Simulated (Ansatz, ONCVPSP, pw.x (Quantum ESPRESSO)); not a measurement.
# Equation-of-state test of one ONCV potential (platinum)

ONCVPSP 4.0.1 input, shortened (lines: element, Z, core and valence counts, functional; n l f; lmax; l rc ep ncon nbas qcut; lloc lpopt rc5 dvloc0; l nproj debl; icmod fcfact rcfact), PBE, scalar-relativistic:

```
  Pt 78.00   10    4        4      upf
    1    0    2.00
    2    0    2.00
    2    1    6.00
    3    0    2.00
    3    1    6.00
    3    2   10.00
    4    0    2.00
    4    1    6.00
    4    2   10.00
    4    3   14.00
    5    0    2.00
    5    1    6.00
    5    2    9.00
    6    0    1.00
    2
    0    1.45    0.00    4    8    9.30
    1    1.75    0.00    3    6    7.60
    2    1.80    0.00    4    9   10.60
    4    3    1.35    0.00
    0    2    1.30
    1    2    2.00
    2    1    3.00
    3    5.00    1.35
```

In the p channel the program set the typed energies aside and used -2.059, 0.250 Ha.

Atomic tests: cutoffs needed: 31 Ha and 35 Ha (the cutoffs (Ha) at which the residual kinetic energy of the hardest occupied pseudo-wave falls to 1 and 0.1 mHa per electron); ghost test: no bound ghost flagged; no localised positive-energy state flagged; largest excitation error: -4.3 meV (all-electron minus pseudo) for 5s2 5p6 5d9 6s0, out of 4 test configurations.

Crystal test: sc Pt in pw.x 7.5, no spin, 12³ k-points, Fermi–Dirac smearing 0.01 Ry, cutoffs 85/340 Ry. The reference is all-electron LAPW (Ansatz 0.2.0) with the same functional, mesh and smearing; V0 and B0 come from Birch–Murnaghan fits to the pressures at five volumes. Errors are pseudo minus all-electron; Δ is the rms difference of the E(V) curves that follow from these fits, minima aligned, over ±6 % about the mean V0. Mesh and smearing are coarse, so the numbers serve the comparison and aren't converged zero-temperature values; the lattice is a test structure that the element need not adopt.

All-electron: a0 = 2.626 Å (V0 = 18.11 Å³/atom), B0 = 184.3 GPa.

Question: How far does the potential miss the all-electron equation of state?

Answer: mean pressure error (GPa): -1.22; a0 (Å): 2.620; a0 error (%): -0.22; B0 error (%): +0.8; Δ (meV/atom): 4.9.

```
V (Å³/atom)  P all-electron (GPa)  P pseudo (GPa)
     17.283                  9.80            8.32
     17.738                  4.08            2.74
     18.193                 -0.80           -2.01
     18.648                 -4.96           -6.05
     19.103                 -8.49           -9.47
```

Question: At the middle volume, how do free energy and pressure move when the wave cutoff is lowered (ecutrho kept at four times it)?

Answer:

| cutoff (Ry) | shift of F (meV/atom) | shift of P (GPa) |
| --- | --- | --- |
| 38 | +3555.2 | -110.01 |
| 51 | +476.6 | -24.19 |
| 68 | +15.0 | -1.45 |

The run at the middle volume (84 k-points, 8 iterations) took about 12 s on one core of a shared host (Intel(R) Xeon(R) 6975P-C, 192 threads, 378 GiB, load 74).
